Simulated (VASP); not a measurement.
# NaCl: forms and broadenings of the independent-particle spectrum

NaCl, Fm-3m (no. 225), 2 atoms in the cell. PBE, independent-particle dielectric function; PAW potentials Cl, Na_pv (PBE set).

## Input

INCAR.step1:
```
SYSTEM = NaCl
EDIFF = 1E-8
ENCUT = 300
ISMEAR = 0
KPAR = 4
LASPH = .TRUE.
LCHARG = .FALSE.
LEPSILON = .TRUE.
LWAVE = .FALSE.
PREC = Accurate
SIGMA = 0.02
```

INCAR.step2, as INCAR.step1 but for:
```
- LEPSILON = .TRUE.
- LWAVE = .FALSE.
+ LWAVE = .TRUE.
+ NBANDS = 39
```

INCAR.step3:
```
SYSTEM = NaCl
ALGO = None
CSHIFT = 0.1
EDIFF = 1E-7
ENCUT = 300
ISMEAR = 0
ISTART = 1
KPAR = 4
LASPH = .TRUE.
LCHARG = .FALSE.
LOPTICS = .TRUE.
LWAVE = .FALSE.
NBANDS = 39
NEDOS = 2000
NELM = 1
PREC = Accurate
SIGMA = 0.02
```

INCAR.step4, as INCAR.step3 but for:
```
+ LNABLA = .TRUE.
```

INCAR.step5, as INCAR.step4 but for:
```
- LNABLA = .TRUE.
+ IPEAD = 3
+ LPEAD = .TRUE.
```

INCAR.step6, as INCAR.step5 but for:
```
- IPEAD = 3
+ IPEAD = 2
```

INCAR.step7 changes the same tag again: IPEAD = 4.

INCAR.step8, as INCAR.step7 but for:
```
- CSHIFT = 0.1
- IPEAD = 4
- LPEAD = .TRUE.
+ CSHIFT = 0.2
```

INCAR.step9, as INCAR.step8 but for:
```
- CSHIFT = 0.2
+ CSHIFT = 0.03
```

INCAR.step10 changes the same tag again: CSHIFT = 0.01.

INCAR.step11, as INCAR.step10 but for:
```
- CSHIFT = 0.01
- ISMEAR = 0
+ CSHIFT = 0.1
+ ISMEAR = -5
```

INCAR.step12, as INCAR.step11 but for:
```
- ISMEAR = -5
- SIGMA = 0.02
+ ISMEAR = 0
+ SIGMA = 0.2
```

INCAR.step13, as INCAR.step12 but for:
```
- SIGMA = 0.2
+ OMEGAMAX = 12
+ SIGMA = 0.02
```

INCAR.step14, as INCAR.step13 but for:
```
- OMEGAMAX = 12
+ OMEGAMAX = 60
```

KPOINTS:
```
k-points
0
Gamma
  12 12 12
```

POSCAR:
```
NaCl
1.0
    0.0000000000      2.7940632177      2.7940632177
    2.7940632177      0.0000000000      2.7940632177
    2.7940632177      2.7940632177      0.0000000000
Cl Na
1 1
Direct
    0.5000000000      0.5000000000      0.5000000000
    0.0000000000      0.0000000000      0.0000000000
```

Commands (each step's output is kept before the next begins):
```
cat potpaw_PBE.64/Cl/POTCAR potpaw_PBE.64/Na_pv/POTCAR > POTCAR
cp INCAR.step1 INCAR
mpirun -np 4 vasp_std > vasp.out
rm WAVECAR CHG
cp INCAR.step2 INCAR
mpirun -np 4 vasp_std > vasp.out
cp INCAR.step3 INCAR
mpirun -np 4 vasp_std > vasp.out
cp INCAR.step4 INCAR
mpirun -np 4 vasp_std > vasp.out
cp INCAR.step5 INCAR
mpirun -np 4 vasp_std > vasp.out
cp INCAR.step6 INCAR
mpirun -np 4 vasp_std > vasp.out
cp INCAR.step7 INCAR
mpirun -np 4 vasp_std > vasp.out
cp INCAR.step8 INCAR
mpirun -np 4 vasp_std > vasp.out
cp INCAR.step9 INCAR
mpirun -np 4 vasp_std > vasp.out
cp INCAR.step10 INCAR
mpirun -np 4 vasp_std > vasp.out
cp INCAR.step11 INCAR
mpirun -np 4 vasp_std > vasp.out
cp INCAR.step12 INCAR
mpirun -np 4 vasp_std > vasp.out
cp INCAR.step13 INCAR
mpirun -np 4 vasp_std > vasp.out
cp INCAR.step14 INCAR
mpirun -np 4 vasp_std > vasp.out
```

## Result

- Direct gap on the mesh (eV): 5.21
- Gap on the mesh (eV): 5.21
- Bands: 39

One ground state, settings moved in the last step alone:

| Settings | ε at zero frequency | Mean energy of the absorption, weighted by Im ε (eV) | Time (s) |
|---|---|---|---|
| longitudinal form, CSHIFT 0.1 | 2.77 | 11.07 | 2 |
| transversal form (LNABLA) | 3.10 | 11.33 | 2 |
| finite differences (LPEAD), order 3 | 2.77 | 11.07 | 5 |
| finite differences (LPEAD), order 2 | 2.77 | 11.07 | 5 |
| finite differences (LPEAD), order 4 | 2.77 | 11.07 | 6 |
| CSHIFT 0.2 | 2.76 | 11.07 | 2 |
| CSHIFT 0.03 | 2.77 | 11.09 | 2 |
| CSHIFT 0.01 | 2.77 | 11.09 | 2 |
| tetrahedron method | 2.76 | 11.10 | 2 |
| SIGMA 0.2 | 2.77 | 11.07 | 3 |
| OMEGAMAX 12, which cuts the spectrum short | 2.34 | – | 2 |
| OMEGAMAX 60 | 2.76 | 11.07 | 2 |

The mean energy covers the spectrum up to 20 eV.

On the same mesh, density-functional perturbation theory with local fields gives ε = 2.53.

VASP 6.6.1 took 103 s on 4 cores (Intel Xeon Platinum 8259CL @ 2.50GHz (Skylake/Cascade Lake)), a shared host.
